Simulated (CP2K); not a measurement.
Crystal: TiO2.

```
CELL_PARAMETERS angstrom
5.51847 0.00000 0.00000
-1.60180 5.28088 0.00000
-1.60188 -2.90482 4.41016
ATOMIC_POSITIONS crystal
Ti 0.00000 0.50000 0.00000
Ti 0.00000 0.00000 0.50000
Ti 0.49524 0.24524 0.25000
Ti 0.50475 0.75475 0.75000
O 0.69508 0.69523 0.50015
O 0.69508 0.19493 0.99985
O 0.80452 0.74962 0.05490
O 0.19472 0.74962 0.44510
O 0.80528 0.25038 0.55490
O 0.30492 0.80507 0.00015
O 0.19548 0.25038 0.94510
O 0.30492 0.30477 0.49985
```

The cell is a database's computed one.

Program: CP2K 2026.2. Alike in all runs: task band structure; potentials or basis POTENTIAL_UZH Ti GTH-PBE-q12, O GTH-PBE-q6; DZVP-MOLOPT-PBE-GTH basis; no spin polarisation; cell as given; k mesh 5 × 5 × 5; smearing fermi-dirac 0.05 eV.

Q: Order these runs on this cell by their pressure, lowest first.
A. level TPSS
B. level BLYP
C. level OLYP
D. level PBEsol
E. level LDA

A: E (-10.7 GPa), D (-6.3 GPa), A (-2.6 GPa), C (0.2 GPa), B (5.2 GPa).

Caveats: the potentials were made for another functional, which shifts forces and pressure; the basis of atomic orbitals isn't converged, which shifts pressures, moduli and gaps.

Runs at the PBE level aren't shown here.
